**Q:** I have calculated bulk moduli for one cubic HfO₂ crystal, and they run from 237 to 272 GPa depending on the density functional. I would like to treat the choice of functional as a hidden pressure. One functional squeezes the crystal a little, another lets it swell, and the stiffness follows. Is that allowed?

ABINIT 10.8.3, plane-wave DFT with the functional named in each row and JTH PAW PBE v2.0 datasets, for cubic HfO₂ (Fm-3m). Cutoff 625.862 eV, 9 × 9 × 9 k-mesh, Fermi-Dirac smearing of 0.05 eV, no spin polarisation. Volume, bulk modulus and its slope with pressure come from a fit to the energies at seven volumes, 10.48 to 11.82 Å³/atom.

```
functional  equilibrium volume (Å³/atom)  bulk modulus (GPa)  bulk modulus slope
       PBE                        10.906              251.90               4.420
    revPBE                        11.067              240.90               4.440
      RPBE                        11.128              236.90               4.460
   HCTH407                        10.837              241.80               4.510
        WC                        10.599              271.70               4.370
```

**A:** Try it first on WC, PBE, revPBE and RPBE. In that order the equilibrium volume grows and the bulk modulus, the resistance to uniform compression, falls. This is how one and the same crystal behaves when a pressure on it is gradually released, so your picture has the right direction for these four.

Now compare HCTH407 with PBE. Its equilibrium volume is smaller, 10.84 against 10.91 Å³ per atom, yet its bulk modulus is lower, 242 against 252 GPa. A squeezed PBE crystal would have become stiffer. No single pressure applied to the PBE crystal can produce both changes, and you can see this from two columns of the table.

**Q:** Before I give up the picture, what exactly does it claim?

**A:** Take the crystal at one fixed volume and calculate its pressure with PBE and with another functional. Call the difference ΔP, the extra pressure; it is positive if the other functional pushes outwards more strongly. Your picture says that ΔP is the same at every volume. The new functional then gives the PBE crystal under an outside pressure of −ΔP.

ΔP itself isn't in the table; I take it from the pressures calculated in the same runs. Beyond that, three PBE values from the table are enough: the equilibrium volume V₀, the bulk modulus B₀ and the bulk modulus slope B′. The slope is a pure number that tells how many GPa the modulus gains for each GPa of applied pressure. For small changes the picture predicts

relative change of volume ≈ ΔP / B₀

new bulk modulus ≈ B₀ − B′ ΔP

The second line is the Murnaghan assumption that the modulus rises linearly with pressure.

**Q:** Please put in the numbers for HCTH407.

**A:** Near the PBE minimum its extra pressure is −1.6 GPa, an inward pull. Dividing by 252 GPa gives a contraction of 0.6 % relative to PBE, and that is what the full calculation finds. So far the picture works.

For the modulus, the PBE slope is 4.42, and the picture predicts 252 + 4.42 × 1.6 ≈ 259 GPa. The calculation gives 242 GPa. The picture promises a crystal 7 GPa stiffer than PBE and the functional delivers one 10 GPa softer.

**Q:** How can the same extra pressure be right for the volume and wrong for the stiffness?

**A:** The two quantities ask different things of it. The equilibrium volume is where the total pressure vanishes, so it depends on how large the extra pressure is near that point. The bulk modulus measures how fast the total pressure changes when the volume changes. It therefore also depends on how fast the extra pressure itself changes, and your picture has set that rate to zero.

A weight hanging from a spring shows the difference. The weight pulls equally hard at every position, so it moves the point of rest and adds no stiffness of its own. Replace it by a magnet whose pull depends on distance, and the stiffness felt at the point of rest changes as well. The comparison covers only this balance of forces: in the crystal the extra pull is no separate object, but a difference between two descriptions of the same electrons.

**Q:** Then the extra pressure of HCTH407 must behave like the magnet.

**A:** It does. From the smallest to the largest volume calculated, its inward pull drops from 2.4 to 0.4 GPa. When you compress the crystal, the pull grows and helps you; when you expand it, the pull weakens and resists you less. Both make the crystal softer.

The correction to the modulus is the volume times the rate at which the pull fades. The pull loses 2.01 GPa while the volume grows by 1.34 Å³ per atom, which is on average 1.5 GPa for each Å³ per atom. Multiplied by the equilibrium volume of 10.84 Å³ per atom, this makes about 16 GPa. Subtracted from the predicted 259 GPa, it leaves 243 GPa, close to the calculated value. Near the minimum the pull fades somewhat faster than this average, so the size of the correction is right, but the agreement to the last GPa is partly luck.

**Q:** Could the fading come from the way the pressures were calculated?

**A:** The question is fair, because the pressures in these runs lie slightly below the slope of the energies. The energies alone can decide it. Their slopes give an inward pull of 2.0 GPa over the first volume step and 0.4 GPa over the last. The strong fading is therefore there without the calculated pressures.

**Q:** So the picture is safe for the other functionals, where volume and stiffness at least move in opposite directions?

**A:** It is safer, but it exaggerates. For revPBE it predicts a modulus 16 GPa below PBE, and the calculated drop is 11 GPa. Here the extra pressure pushes outwards and loses about 15 % over the sampled volumes. An outward push that weakens on expansion strengthens the crystal's tendency to return, so part of the softening is won back.

WC shows the mirror image. Its extra pressure is an inward pull that also fades, so part of the stiffening is lost: the modulus rises by 20 GPa where the picture promises 32 GPa. A correct order of the functionals is thus no proof that the extra pressure is constant.

**Q:** Where does the extra pressure come from in the first place?

**A:** For revPBE, RPBE and WC, theory has a good answer. They keep the correlation part of PBE and change how strongly the exchange energy is lowered where the electron density varies rapidly compared with its own size. When the crystal expands, the density between the ions thins out and becomes more uneven in this sense. A functional that rewards unevenness more than PBE does, such as revPBE or RPBE, therefore favours expansion; WC rewards it less and favours contraction.

HCTH407 can't be placed on this scale of stronger or weaker reward. Both its exchange and its correlation have another form, with parameters adjusted to atoms and molecules. It differs from PBE even for a perfectly even density, where the other functionals in the table all agree. Near equilibrium its extra pressure is the smallest of the four, yet it changes most steeply with volume. Opposing contributions that nearly cancel in the expanded crystal would look like this, but so would a single inward pull that dies away quickly on expansion. The calculation doesn't separate the contributions, so it can't decide between the two.

**Q:** Is there anything besides the functional that could make HCTH407 the odd one out?

**A:** At least one possibility remains open. The inner electrons of the atoms are represented in every run by datasets made with PBE, so only the PBE row is fully consistent. How much this mismatch affects the other rows has not been tested. The numbers establish that the extra pressure of HCTH407 fades strongly, but not how much of that belongs to the functional itself.

**Q:** What can I use of this in practice, if I already have a full PBE curve for this crystal?

**A:** For the new volume, one pressure calculated with the other functional near the PBE minimum is enough, provided you subtract the PBE pressure calculated at the same volume with the same settings. In these runs that shortcut comes within 0.02 Å³ per atom for each of the four other functionals. For the bulk modulus you need pressures at several volumes, because a single one can't tell you whether you have a weight or a magnet.

The printed output after this text applies both versions, constant and volume-dependent extra pressure, to every row. Neither has a constant adjusted to the bulk moduli. With the volume dependence included, the moduli agree to within 1 GPa. But the extra pressures and the moduli come from the same calculated curves, so this agreement locates the error of the simple picture; it doesn't test the explanation in terms of exchange.

**Q:** And which of the moduli should I put into a stress model for a hafnia part?

**A:** I wouldn't take any of them directly. They belong to ideal cubic fluorite with its atoms at rest, whereas hafnia at room temperature is normally monoclinic. What you can carry over is the way of checking. Compare the volumes and the moduli from two functionals: if the smaller crystal is also the softer one, the functionals differ by more than a constant pressure.

Output of the analysis:

```
Change against PBE:
      row  volume in %  bulk modulus in GPa
      PBE            0                    0
   revPBE        1.476                  -11
     RPBE        2.036                  -15
  HCTH407      -0.6327                -10.1
       WC       -2.815                 19.8
Extra pressure against PBE in GPa at equal volume:
      row  at 10.48 A^3/atom  at 10.93 A^3/atom  at 11.82 A^3/atom
      PBE                  0                  0                  0
   revPBE              3.825              3.614              3.243
     RPBE              5.258              4.962              4.442
  HCTH407             -2.412             -1.615            -0.4005
       WC             -7.755             -7.227             -6.325
Constant extra pressure, volume in A^3/atom:
      row  predicted  computed       miss
      PBE      10.91     10.91          0
   revPBE      11.07     11.07    0.00184
     RPBE      11.13     11.13   0.005075
  HCTH407      10.84     10.84  0.0002749
       WC      10.62      10.6    0.01637
Constant extra pressure, bulk modulus in GPa:
      row  predicted  computed    miss
      PBE      251.9     251.9       0
   revPBE      235.9     240.9  -4.973
     RPBE        230     236.9   -6.93
  HCTH407        259     241.8   17.24
       WC      283.8     271.7   12.14
Slope of the extra pressure included, bulk modulus in GPa:
      row  slope term  predicted     miss
      PBE           0      251.9        0
   revPBE       4.814      240.7  -0.1586
     RPBE       6.783      236.8  -0.1475
  HCTH407      -16.29      242.8   0.9514
       WC      -11.32      272.5   0.8186
Fading of the extra pressure from smallest to largest volume, revPBE, %: 15.22
Same fading, RPBE, %: 15.51
Same fading, WC, %: 18.44
Same fading, HCTH407, %: 83.39
HCTH407 extra pressure from energies, first volume step, GPa: -2.018
HCTH407 extra pressure from energies, last volume step, GPa: -0.4432
```
